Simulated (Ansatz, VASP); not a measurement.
GaN: VASP beside Ansatz

File INCAR:

```
ALGO = Normal ; EDIFF = 1E-8
ENCUT = 520 ; GGA = PE
ISIF = 2 ; ISMEAR = -1
LASPH = T ; LCHARG = F
LEFG = T ; LREAL = F
LWAVE = F ; NBANDS = 16
NELM = 80 ; PREC = Accurate
SIGMA = 0.05
```

The input KPOINTS:

```
k-points
0
Gamma
  13 13 13
```

File POSCAR:

```
GaN
1.0
    0.0000000000      2.0700981178      2.1341217709
    2.0700981178      0.0000000000      2.1341217709
    2.0700981178      2.0700981178      0.0000000000
Ga N
1 1
Direct
    0.0000000000      0.0000000000      0.0000000000
    0.5000000000      0.5000000000      0.5000000000
```

Input for Ansatz:

```yaml
crystal:
  lattice:
    - [0.0, 2.0700981178, 2.1341217709]
    - [2.0700981178, 0.0, 2.1341217709]
    - [2.0700981178, 2.0700981178, 0.0]
  atoms:
    - { symbol: Ga, position: [0.0, 0.0, 0.0] }
    - { symbol: "N", position: [0.5, 0.5, 0.5] }
kpoints:
  mp_grid: { grid: [13, 13, 13] }
scf:
  occupations: { method: fermi_dirac, width: 0.05 }
hamiltonian:
  xc: pbe
  pseudopotentials: { kind: all_electron, datasets: crystal }
output:
  forces: true
  stress: true
  eigenvalues: true
  efg: { contact_densities: true }
```

Change from the starting cell: x and y stretched by -3 %, z held, crystal datasets.

Alike in both runs: task electric field gradients; functional PBE; k mesh 13 × 13 × 13; occupations fermi-dirac, width 0.05 eV; no spin polarisation.

|  | VASP | Ansatz |
| --- | --- | --- |
| version | VASP 6.6.1 | Ansatz 0.2.0 |
| potentials or method | VASP PAW PBE potentials, release 64 (Ga_d, N) | all-electron PAW with datasets made for the crystal, scalar-relativistic |
| plane-wave cutoff (eV) | 520 | see its input |

```tsv
	VASP	Ansatz	Ansatz less VASP
pressure (GPa)	16.0	15.1	-0.86
largest component of the traceless stress (GPa)	4.81	4.76	-0.051
Vzz of the field gradient on the site that differs most (V/Å²)	24.7	26.2	+1.57
```

Ansatz ran all-electron here, so the differences hold the error of VASP's frozen core and of both bases.

Caveats: so large a pressure means that the cell lies far from this level's equilibrium, or that cutoff or potentials fall short (VASP); an odd mesh through Γ misses points on the zone boundary, where band edges often lie.
